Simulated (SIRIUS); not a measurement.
The system is CuO.

```xyz
2
Lattice="0.0000 2.1166 2.1166 2.1166 0.0000 2.1166 2.1166 2.1166 0.0000" Properties=species:S:1:pos:R:3 pbc="T T T"
Cu    1.9814    1.9843    0.1219
O     2.2518    2.2488    1.9946
```

The cell comes from a database or a generator and needn't be the stable form of this composition.

The cell isn't the ideal one: atom 2 moved 0.45 Å.

```yaml
Program: SIRIUS 7.12.0
Task: relaxation of cell and atoms
Functional: PBE
Potentials_or_basis: PseudoDojo 0.4.1 PBE standard (scalar relativistic)
Cutoff: 1254 eV
Density_cutoff: 5016 eV
k_mesh: 5 × 5 × 5
Occupations: fermi-dirac, width 0.05 eV
Spin: no spin polarisation
```

At the start: pressure 18.5 GPa; volume 9.48 Å³/atom.

How do energy, volume and symmetry change on relaxing?

Over 14 steps the energy falls by 214.2 meV/atom and the volume is 9.52 Å³/atom (+0.5 %); space group Fm-3m (No. 225, to 0.05 Å).

The path:
| step | energy change (eV) | largest force (eV/Å) | pressure (GPa) | volume (Å³) |
| --- | --- | --- | --- | --- |
| 1 | 0.0000 | 0.9030 | 18.51 | 18.96 |
| 2 | -0.0684 | 0.8506 | 11.71 | 19.41 |
| 3 | -0.1932 | 0.8851 | -4.84 | 20.72 |
| 4 | -0.2306 | 0.6125 | -11.24 | 21.25 |
| 5 | -0.2734 | 0.4933 | -12.46 | 21.14 |
| 6 | -0.3077 | 0.9586 | 1.11 | 19.37 |
| 7 | -0.4011 | 0.0492 | -7.48 | 19.95 |
| 8 | -0.4168 | 0.0185 | -4.42 | 19.55 |
| 9 | -0.4250 | 0.0121 | 0.53 | 18.98 |
| 10 | -0.4252 | 0.0160 | 0.26 | 19.01 |
| 11 | -0.4268 | 0.0242 | -0.69 | 19.12 |
| 12 | -0.4278 | 0.0231 | -0.88 | 19.14 |
| 13 | -0.4283 | 0.0168 | -0.44 | 19.09 |
| 14 | -0.4284 | 0.0136 | -0.07 | 19.05 |

Final structure:
```
Cu O
1.0
    -0.00010    2.11955    2.11681
     2.12135   -0.00014    2.11684
     2.12228    2.12046   -0.00091
Cu O
1 1
Direct
  0.99997 0.99962 0.99999
  0.50003 0.50038 0.50001
```

Caveat: the k mesh is coarse (spacing up to 0.51 Å⁻¹), so the values aren't converged; an odd number of electrons without spin polarisation forces a metal; a magnetic or distorted state may lie lower; the run has no spin polarisation, though such a crystal can be magnetic.
